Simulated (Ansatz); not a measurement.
# Ionic part of the dielectric constant of HfO₂, mode by mode

Theory: Ansatz 0.2.0, DFT PBE, scalar-relativistic, plane waves, PAW. Settings: 420 eV plane-wave cutoff, Γ-centred 8×8×8 mesh, fixed occupations. No spin polarisation. Phonons by linear response, acoustic sum rule imposed.

The structure is cubic, space group Fm-3m (No. 225). Conventional cell: a = 5.098 Å, b = 5.098 Å, c = 5.098 Å, α = 90.00°, β = 90.00°, γ = 90.00°. Hf (site symmetry m-3m) has 8 O at 2.21 Å as nearest neighbours. Around O (site symmetry -43m) lie 4 Hf at 2.21 Å.

Spin–orbit coupling is left out, which matters for heavy elements.

The primitive cell has V = 33.12 Å³ and ε∞,zz = 5.303. Each polar mode adds Δε = (4.92064×10⁷/V)·S/ν² along z, with S its oscillator strength in e²/amu, ν in cm⁻¹ and V in Å³.

Task: From these modes, find each Δε and ε0,zz.
| ν (cm⁻¹) | S_zz (e²/amu) |
| --- | --- |
| 216.0 | 1.132 |

Result:
| ν (cm⁻¹) | Δε |
| --- | --- |
| 216.0 | 36.05 |

The sum is 36.048, so ε0,zz = 41.35; the run's tensor has 41.35.

Task: Where do the longitudinal modes lie for a wave vector along z?

Result: At 603 cm⁻¹. The Lyddane–Sachs–Teller product Π(ν_LO/ν_TO)² = 7.80 matches ε0/ε∞ = 7.80.

This fluorite-type form isn't the usual stable structure of the compound.

Cost: 1 run of about 0.44 core-minutes, on Intel Xeon Platinum 8488C (Sapphire Rapids) (shared hosts).